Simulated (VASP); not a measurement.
Wanted: the native input for a VASP 6.6.1 run.

| Quantity | Value |
| --- | --- |
| Task | single point |
| Functional | LDA |
| Potentials or basis | VASP PAW LDA potentials, release 64 (K_sv, Br) |
| Cutoff | 520 eV |
| k mesh | 6 × 6 × 6 |
| Occupations | gaussian, width 0.05 eV |
| Spin | no spin polarisation |
| Dipole correction | no |
| Further INCAR settings | ALGO = Fast; EDIFF = 1e-07; NBANDS = 15 |

The structure of KBr lies in POSCAR:

```
KBr
1.0
    4.0434990000      0.0758156062      0.0000000000
    0.0758156062      4.0434990000      0.0000000000
    0.0000000000      0.0000000000      4.0434990000
K Br
1 1
Direct
    0.0000000000      0.0000000000      0.0000000000
    0.5000000000      0.5000000000      0.5000000000
```

The cell comes from a database or a generator and needn't be the stable form of this composition.

The cell isn't the ideal one: strain +0.0375 x Voigt [0, 0, 0, 0, 0, 1], atoms carried along.

The input as run:

INCAR

```
ALGO = Fast
EDIFF = 1E-7
ENCUT = 520
GGA = CA
ISIF = 2
ISMEAR = 0
LASPH = T
LCHARG = F
LREAL = F
LWAVE = F
NBANDS = 15
NELM = 100
PREC = Accurate
SIGMA = 0.05
```

KPOINTS

```
k-points
0
Gamma
  6 6 6
```

Potentials or basis: VASP PAW LDA potentials, release 64 (K_sv, Br).

The run is started by

```sh
$ cat potpaw_LDA.64/K_sv/POTCAR potpaw_LDA.64/Br/POTCAR > POTCAR
$ mpirun -np 1 vasp_std > vasp.out
```

Results of the run:

```yaml
Pressure: -2.6 GPa
Band_gap_on_the_k_mesh: 3.49 eV, indirect (least direct gap 3.73 eV)
```

Wall time 40 s on 1 thread of Intel(R) Xeon(R) Platinum 8488C (Sapphire Rapids), on a shared host, peak memory 0.17 GiB.
